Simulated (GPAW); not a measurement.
# Bi (Im-3m) in GPAW: a series of runs

The runs below take Bi through single point, with RPBE, LDA.

Program: GPAW 26.7.0. These are calculated values, not measurements. Logs are shortened: lines on timing, memory, paths and dates and some standing lists are left out, and cuts for length are marked. The log counts tension as positive stress, the text compression.

## 1. The structure

The structure is cubic, space group Im-3m (No. 229). Conventional cell: a = 3.963 Å, b = 3.963 Å, c = 3.963 Å, α = 90.00°, β = 90.00°, γ = 90.00°. Bi (site symmetry m-3m) is surrounded by 8 Bi at 3.43 Å.

This isn't the form of Bi at room conditions, which is rhombohedral.

## 2. Single point, RPBE

run.py

```python
from ase import Atoms
from ase.dft.bandgap import bandgap
from ase.io import write
from ase.units import Bohr, GPa
from gpaw import GPAW, PW
from gpaw.elf import elf_from_dft_calculation

atoms = Atoms(['Bi'],
              cell=[[-1.9814305318, 1.9814305318, 1.9814305318],
                    [1.9814305318, -1.9814305318, 1.9814305318],
                    [1.9814305318, 1.9814305318, -1.9814305318]],
              scaled_positions=[[0.0, 0.0, 0.0]],
              pbc=True)

calc = GPAW(mode=PW(600),
            xc='RPBE',
            kpts={'size': (9, 9, 9), 'gamma': True},
            occupations={'name': 'methfessel-paxton', 'order': 0, 'width': 0.1},
            nbands=15,
            convergence={'density': 1e-05, 'energy': 1e-05},
            maxiter=150,
            txt='gpaw.txt')
atoms.calc = calc
energy = atoms.get_potential_energy()
forces = atoms.get_forces()
stress = atoms.get_stress()
calc.write('gs.gpw')
write('result.traj', atoms)
print(f'Energy: {energy:.6f} eV')
print('Forces (eV/A):')
print(forces.round(4))
print('Stress (GPa):', (stress / GPa).round(3))
print('Fermi level:', round(calc.get_fermi_level(), 4), 'eV')
print(f'Gap: {bandgap(calc)[0]:.4f} eV, direct: {bandgap(calc, direct=True)[0]:.4f} eV')

# fields on the real-space grid
write('density.cube', atoms, data=calc.get_pseudo_density() * Bohr**3)
write('potential.cube', atoms, data=calc.get_electrostatic_potential())
write('elf.cube', atoms, data=elf_from_dft_calculation(calc).data)
```

Potentials or basis: the program's PAW data sets (release 1.2.1) made for this functional, pw.

Command:

```sh
$ OMP_NUM_THREADS=1 python run.py
```

gpaw.txt:

```text
__  _  _
 | _ |_)|_||  |
 |__||  | ||/\| - 26.7.0

Input parameters:
  mode=PW(ecut=600.0),
  convergence={'density': 1e-05, 'energy': 1e-05},
  kpts=MonkhorstPack(size=(9, 9, 9), gamma=True),
  maxiter=150,
  nbands=15,
  occupations=Occupations(name='methfessel-paxton', order=0, width=0.1),
  xc=XC(name='RPBE')

Diagonalizing LCAO Hamiltonian
Converting LCAO to pw mode

       Bi

Atoms  # Å, Bohr magnetons
|   | symbol |        x |        y |        z |    initial magnetic moments |
|---|--------|----------|----------|----------|-----------------------------|
| 0 |     Bi | 0.000000 | 0.000000 | 0.000000 | ( 0.0000,  0.0000,  0.0000) |

Unit cell  # Å
| periodic |         x |         y |         z |  lengths |     angles |
|----------|-----------|-----------|-----------|----------|------------|
|      yes | -1.981431 |  1.981431 |  1.981431 | 3.431938 | 109.471221 |
|      yes |  1.981431 | -1.981431 |  1.981431 | 3.431938 | 109.471221 |
|      yes |  1.981431 |  1.981431 | -1.981431 | 3.431938 | 109.471221 |

Number of symmetries: 48
Symmetry operations  # r_c * U_cc + t_c -> r_c
|    | kind |            matrix            |
|----|------|------------------------------|
|  0 |  σ   |  1, 1, 1,  0, 0,-1,  0,-1, 0 |
|  1 |  C4  |  1, 1, 1,  0, 0,-1, -1, 0, 0 |
|  2 |  C2  |  1, 1, 1,  0,-1, 0,  0, 0,-1 |
|  3 |  S6  |  1, 1, 1,  0,-1, 0, -1, 0, 0 |
|  4 |  S6  |  1, 1, 1, -1, 0, 0,  0, 0,-1 |
|  5 |  C4  |  1, 1, 1, -1, 0, 0,  0,-1, 0 |
|  6 |  E   |  1, 0, 0,  0, 1, 0,  0, 0, 1 |
|  7 |  σ   |  1, 0, 0,  0, 1, 0, -1,-1,-1 |
|  8 |  σ   |  1, 0, 0,  0, 0, 1,  0, 1, 0 |
|  9 |  C3  |  1, 0, 0,  0, 0, 1, -1,-1,-1 |
| 10 |  C3  |  1, 0, 0, -1,-1,-1,  0, 1, 0 |
| 11 |  σ   |  1, 0, 0, -1,-1,-1,  0, 0, 1 |
| 12 |  σ   |  0, 1, 0,  1, 0, 0,  0, 0, 1 |
| 13 |  C2  |  0, 1, 0,  1, 0, 0, -1,-1,-1 |
| 14 |  C3  |  0, 1, 0,  0, 0, 1,  1, 0, 0 |
| 15 |  S4  |  0, 1, 0,  0, 0, 1, -1,-1,-1 |
| 16 |  S4  |  0, 1, 0, -1,-1,-1,  1, 0, 0 |
| 17 |  C3  |  0, 1, 0, -1,-1,-1,  0, 0, 1 |
| 18 |  C3  |  0, 0, 1,  1, 0, 0,  0, 1, 0 |
| 19 |  S4  |  0, 0, 1,  1, 0, 0, -1,-1,-1 |
| 20 |  σ   |  0, 0, 1,  0, 1, 0,  1, 0, 0 |
| 21 |  C3  |  0, 0, 1,  0, 1, 0, -1,-1,-1 |
| 22 |  C2  |  0, 0, 1, -1,-1,-1,  1, 0, 0 |
| 23 |  S4  |  0, 0, 1, -1,-1,-1,  0, 1, 0 |
| 24 |  C4  |  0, 0,-1,  1, 1, 1,  0,-1, 0 |
| 25 |  σ   |  0, 0,-1,  1, 1, 1, -1, 0, 0 |
| 26 |  S6  |  0, 0,-1,  0,-1, 0,  1, 1, 1 |
| 27 |  C2  |  0, 0,-1,  0,-1, 0, -1, 0, 0 |
| 28 |  C4  |  0, 0,-1, -1, 0, 0,  1, 1, 1 |
| 29 |  S6  |  0, 0,-1, -1, 0, 0,  0,-1, 0 |
| 30 |  S6  |  0,-1, 0,  1, 1, 1,  0, 0,-1 |
| 31 |  C4  |  0,-1, 0,  1, 1, 1, -1, 0, 0 |
| 32 |  C4  |  0,-1, 0,  0, 0,-1,  1, 1, 1 |
| 33 |  S6  |  0,-1, 0,  0, 0,-1, -1, 0, 0 |
| 34 |  σ   |  0,-1, 0, -1, 0, 0,  1, 1, 1 |
| 35 |  C2  |  0,-1, 0, -1, 0, 0,  0, 0,-1 |
| 36 |  C2  | -1, 0, 0,  1, 1, 1,  0, 0,-1 |
| 37 |  S6  | -1, 0, 0,  1, 1, 1,  0,-1, 0 |
| 38 |  S6  | -1, 0, 0,  0, 0,-1,  1, 1, 1 |
| 39 |  C2  | -1, 0, 0,  0, 0,-1,  0,-1, 0 |
| 40 |  C2  | -1, 0, 0,  0,-1, 0,  1, 1, 1 |
| 41 |  i   | -1, 0, 0,  0,-1, 0,  0, 0,-1 |
| 42 |  S4  | -1,-1,-1,  1, 0, 0,  0, 1, 0 |
| 43 |  C3  | -1,-1,-1,  1, 0, 0,  0, 0, 1 |
| 44 |  C3  | -1,-1,-1,  0, 1, 0,  1, 0, 0 |
| 45 |  σ   | -1,-1,-1,  0, 1, 0,  0, 0, 1 |
| 46 |  S4  | -1,-1,-1,  0, 0, 1,  1, 0, 0 |
| 47 |  C2  | -1,-1,-1,  0, 0, 1,  0, 1, 0 |

BZ-sampling:
  Number of BZ points: 729
  Number of IBZ points: 35

  Monkhorst-Pack size: [9, 9, 9]
  Monkhorst-Pack shift: [0, 0, 0]

K-points  # in reciprocal-cell coordinates
|     |                                coordinates |     weight |
|-----|--------------------------------------------|------------|
|   0 | (  0.00000000,   0.00000000,   0.00000000) | 0.00137174 |
|   1 | (  0.11111111,   0.00000000,   0.00000000) | 0.01646091 |
|   2 | (  0.11111111,   0.11111111,  -0.11111111) | 0.00823045 |
|   3 | (  0.22222222,   0.00000000,  -0.11111111) | 0.03292181 |
|   4 | (  0.22222222,   0.00000000,   0.00000000) | 0.01646091 |
|   5 | (  0.22222222,   0.11111111,  -0.11111111) | 0.03292181 |
|   6 | (  0.22222222,   0.22222222,  -0.22222222) | 0.00823045 |
|   7 | (  0.33333333,  -0.11111111,  -0.11111111) | 0.01097394 |
|   8 | (  0.33333333,   0.00000000,  -0.11111111) | 0.06584362 |
|   9 | (  0.33333333,   0.00000000,   0.00000000) | 0.01646091 |
| ... |                                            |            |
|  34 | (  0.44444444,   0.44444444,   0.44444444) | 0.01097394 |

Plane wave coefficients: 1055
Cutoff: 600.0 eV

Spin-components: 1 (collinear spins)
Bands:           15
Projectors:      6
Spin-degeneracy: 2
Datatype:        complex128

Parallelization:
  kpt:    1
  domain: 1
  band:   1

Density:
  Valence electrons: 15.0
  Components: 1
  Grid points: [20 20 20]
  Charge: 0.0  # |e|

Potential:
  Grid points: [20 20 20]

species:
  Bi:
    name:    Bismuth
    Z:       83.0
    valence: 15
    core:    68
    charge:  0.0  # [|e|]
    compensation charges:
      type: gauss
      rc: 0.38  # [Å]
      lmax: 2
    cutoffs:
      filter: 2.23  # [Å]
      core: 2.33  # [Å]
    projectors
    | kind |    occ | energy [eV] | rcut [Å] |
    |------|--------|-------------|----------|
    |   6s |  2.000 |     -14.318 |    1.286 |
    |   6p |  3.000 |      -4.518 |    1.275 |
    |   5d | 10.000 |     -27.109 |    1.349 |
    |    s |        |      12.893 |    1.286 |
    |    p |        |      22.694 |    1.275 |
    |    d |        |       0.102 |    1.349 |

    Using partial waves for Bi as LCAO basis

Reference energy: -584864.239744  # eV

eigensolver:
  PPCG
  Converge bands: occupied
  niter=2

density mixing:
  MSR1-Mixer
  Pratt-step length: 0.05
  Maximum mixing coefficient: 0.75
  Old densities: 10
  SVD Regularization: 0.005
  Good broyden scale: 1.0
  Trust region scale: 1.0
  Backstep threshold: 4.0
  History deletion threshold: 6.0
  Fourier metric: weight=20.0, sigma=0.015

occupation numbers:
  Methfessel-Paxton:
    width: 0.1000  # eV
    order: 0

poisson solver:
  ecut: 4800.0  # eV

xc functional:
  name: RPBE with 2 nearest neighbor stencil

convergence criteria:
- Maximum integral of absolute [dens]ity change: 1e-05 electrons / valence electron
- Maximum [total energy] change in last 3 cyles: 1e-05 eV / valence electron
- Maximum integral of absolute [eigenst]ate change: 4e-08 eV^2 / valence electron
maximum number of iterations: 150

SCF iterations
|iter     | |      energy | eigst |  dens |
|---------|-|-------------|-------|-------|
|iter:   1| |   -4.133887 | -0.47 |       |
|iter:   2| |   -4.136333 | -2.89 | -1.79 |
|iter:   3| |   -4.143899 | -3.23 | -1.82 |
|iter:   4| |   -4.146621 | -3.70 | -2.19 |
|iter:   5| |   -4.147107 | -4.27 | -2.63 |
|iter:   6| |   -4.147106 | -6.81 | -3.45 |
|iter:   7| |   -4.147107c| -7.21 | -3.98 |
|iter:   8| |   -4.147107c| -7.60c| -4.95 |
|iter:   9| |   -4.147107c| -7.70c| -5.49c|

Converged in 9 steps
Energy contributions relative to reference atoms: (reference = -584864.239744)

Energy contributions:
  Kinetic:          17.382712
  Coulomb:         -15.876929
  Zero:             -1.528576
  External:          0.000000
  Xc:               -4.122905
  Entropy:          -0.002817
  Spinorbit:         0.000000
  ----------------------------
  Free energy:      -4.148515
  Extrapolated:     -4.147107

dipole moment: (-7.697938, -7.697938, -7.697938)  # |e|*Ang

Fermi level: 7.802
Eigenvalues  # (at kpt = [0.000, 0.000, 0.000])
| band index |      eig [eV] | occ [0-2] |
|------------|---------------|-----------|
|          0 |       -15.541 |     2.000 |
|          1 |       -15.541 |     2.000 |
|          2 |       -15.541 |     2.000 |
|          3 |       -15.415 |     2.000 |
|          4 |       -15.415 |     2.000 |
|          5 |        -5.654 |     2.000 |
|          6 |        12.889 |     0.000 |
|          7 |        12.889 |     0.000 |
|          8 |        12.889 |     0.000 |
|          9 |        17.011 |     0.000 |
|         10 |        18.308 |     0.000 |
|         11 |        18.308 |     0.000 |
|         12 |        18.308 |     0.000 |
|         13 |        19.377 |     0.000 |
|         14 |        19.377 |     0.000 |

No gap
No difference between direct/indirect transitions

Forces  # eV/Ang
|       x |       y |       z |
|---------|---------|---------|
| 0.00000 | 0.00000 | 0.00000 |  # Bi   0

Stress tensor  # eV/Ang^3
|         x |         y |         z |
|-----------|-----------|-----------|
| -0.013611 |  0.000000 |  0.000000 |
|  0.000000 | -0.013611 | -0.000000 |
|  0.000000 | -0.000000 | -0.013611 |

# Writing to gs.gpw (mode='')
```

Wall time 8.8 s (1 thread of Arm Neoverse V1, shared host); peak memory 0.14 GiB.

Results:

```yaml
Free_energy: -4.1485 eV
Pressure: 2.2 GPa
Band_gap_on_the_k_mesh: none (metal or under the smearing width)
```

Caveat: spin-orbit coupling is left out, which moves the levels of the heavy elements.

## 3. Single point, LDA

run.py: that of step 2 with these lines changed.

```diff
@@ -15,5 +15,5 @@
 calc = GPAW(mode=PW(600),
-            xc='RPBE',
+            xc='LDA',
             kpts={'size': (9, 9, 9), 'gamma': True},
-            occupations={'name': 'methfessel-paxton', 'order': 0, 'width': 0.1},
+            occupations={'name': 'methfessel-paxton', 'order': 0, 'width': 0.05},
             nbands=15,
```

Potentials or basis: the program's PAW data sets (release 1.2.1) made for this functional, pw.

Command:

```sh
$ OMP_NUM_THREADS=1 python run.py
```

It took 8.2 s on 1 thread of Arm Neoverse V1, shared host; peak memory 0.14 GiB.

Results (log left out):

- Free energy: -5.3001 eV
- Pressure: -3.4 GPa
- Band gap on the k mesh: none (metal or under the smearing width)

Levels at points of the mesh, in eV from the Fermi level:
```tsv
k point	band 5	band 6	band 7	band 8	band 9	band 10
(0.00, 0.00, 0.00)	-22.96	-13.48	5.01	5.01	5.01	9.27
```

Caveat: spin-orbit coupling is left out, which moves the levels of the heavy elements.
